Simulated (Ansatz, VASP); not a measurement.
# CdSe: VASP beside Ansatz

```
CELL_PARAMETERS angstrom
0.00000 3.02500 3.02500
3.02500 0.00000 3.02500
3.02500 3.02500 0.00000
ATOMIC_POSITIONS crystal
Cd 0.00000 0.00000 0.00000
Se 0.25000 0.25000 0.25000
```

Measurements of this composition are mostly on another form, of space group No. 186.

Alike in both runs: functional PBEsol; k mesh 10 × 10 × 10; occupations gaussian, width 0.02 eV; no spin polarisation.

Ansatz relaxed the structure, and its values are those at the end. VASP's run is a single point on that final structure, the one shown.

```csv
,VASP,Ansatz
version,VASP 6.6.1,Ansatz 0.2.0
potentials or method,"VASP PAW PBE potentials, release 64 (Cd, Se)","scalar-relativistic, plane waves, PAW"
plane-wave cutoff (eV),520,420
valence electrons in the cell,18,36
```

|  | VASP | Ansatz | Ansatz less VASP |
| --- | --- | --- | --- |
| gap on the k mesh at the Fermi level (eV) | 0.51 | 0.51 | -0.003 |
| least direct gap on the mesh (eV) | 0.51 | 0.51 | -0.003 |
| pressure (GPa) | 1.2 | 0.9 | -0.36 |

The two sets of potentials don't hold the same shells in valence. Ansatz warned: «pseudo_functional_mismatch».

Caveats: the PAW data sets were made with another functional, which shifts forces and pressure a little (VASP).
